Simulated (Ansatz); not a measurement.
## SiC: electron density at the nuclei under pressure

```
CELL_PARAMETERS angstrom
3.07600 0.00000 0.00000
-1.53800 2.66389 0.00000
0.00000 0.00000 5.04800
ATOMIC_POSITIONS crystal
Si 0.33333 0.66667 0.00000
Si 0.66667 0.33333 0.50000
C 0.33333 0.66667 0.38500
C 0.66667 0.33333 0.88500
```

Atoms are numbered in the order listed.

The cell comes from COD entry 9008875, which wasn't checked; take it as a given geometry.

Level of theory: Ansatz 0.2.0, DFT, PBEsol, all-electron PAW with datasets made for the crystal, scalar-relativistic.

Sampling and basis: a Γ-centred 15×15×8 k mesh, Fermi–Dirac smearing of 0.08 eV, cutoff 340 eV (chosen by the program for this cell), no spin polarisation.

The contact density is the mean electron density over the nuclear volume; its changes follow the s electrons' response to bonding and compression. Changes below are taken from the unscaled cell, where it is 12766.7 e/Å³ at Si1, 859.946 e/Å³ at C3.

Volumes at which the program chose other datasets or cutoffs are left out.

The datasets are made afresh for each cell, so very small changes are uncertain.

(1) Does compression raise or lower the contact density at C3?

(2) Tabulate the changes with volume.

Answers

(1) It lowers it, by 0.11 e/Å³ over the whole range.

(2) 
```json
{"V/V(cell)": "1.0000", "P (GPa)": "0.2", "Δρ(0) Si1 (e/Å³)": "0.00", "Δρ(0) C3 (e/Å³)": "0.00"}
{"V/V(cell)": "1.0100", "P (GPa)": "-2.0", "Δρ(0) Si1 (e/Å³)": "0.05", "Δρ(0) C3 (e/Å³)": "0.02"}
{"V/V(cell)": "1.0200", "P (GPa)": "-4.0", "Δρ(0) Si1 (e/Å³)": "0.10", "Δρ(0) C3 (e/Å³)": "0.03"}
{"V/V(cell)": "1.0400", "P (GPa)": "-7.9", "Δρ(0) Si1 (e/Å³)": "0.20", "Δρ(0) C3 (e/Å³)": "0.07"}
{"V/V(cell)": "1.0600", "P (GPa)": "-11.4", "Δρ(0) Si1 (e/Å³)": "0.31", "Δρ(0) C3 (e/Å³)": "0.11"}
```
